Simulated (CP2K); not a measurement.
Runs of CP2K 2026.2 on RbBr. Symmetry: Fm-3m, No. 225, cubic system. Conventional cell: a = 6.854 Å, b = 6.854 Å, c = 6.854 Å, α = 90.00°, β = 90.00°, γ = 90.00°. Around Rb (site symmetry m-3m) lie 6 Br at 3.43 Å. Around Br (site symmetry m-3m) lie 6 Rb at 3.43 Å. 

```csv
level,potentials or basis,smearing,points a segment of the path (NPOINTS),CUTOFF of the grids,gap on the mesh (eV),pressure (GPa)
r2SCAN,"POTENTIAL_UZH Rb GTH-SCAN-q9, Br GTH-SCAN-q7; TZVP-MOLOPT-SCAN-GTH basis",fermi-dirac 0.05 eV,6,675 Ry,4.94,0.6
LDA,"GTH_POTENTIALS Rb GTH-PADE-q9, Br GTH-PADE-q7; TZVP-MOLOPT-PBE-GTH basis",fermi-dirac 0.05 eV,8,450 Ry,3.91,(a)
PBEsol,"POTENTIAL_UZH Rb GTH-PBE-q9, Br GTH-PBE-q7; TZVP-MOLOPT-PBE-GTH basis",fermi-dirac 0.05 eV,8,450 Ry,(b),0.2
TB-mBJ,"POTENTIAL_UZH Rb GTH-PBE-q9, Br GTH-PBE-q7; TZVP-MOLOPT-PBE-GTH basis",fermi-dirac 0.1 eV,8,675 Ry,4.96,-
```

Alike in all rows: task band structure; no spin polarisation; cell as given; k mesh 7 × 7 × 7.

**Question.** Estimate the missing entries.

**Answer.** (a) -1.1; (b) 4.12.

Caveats: the basis of atomic orbitals isn't converged, which shifts pressures, moduli and gaps; the potentials were made for another functional, which shifts forces and pressure (some runs); this is a model potential without an energy functional, so only levels have meaning (some runs).

A k mesh can miss the band edges, and the runs leave out spin-orbit coupling on Br, Rb.
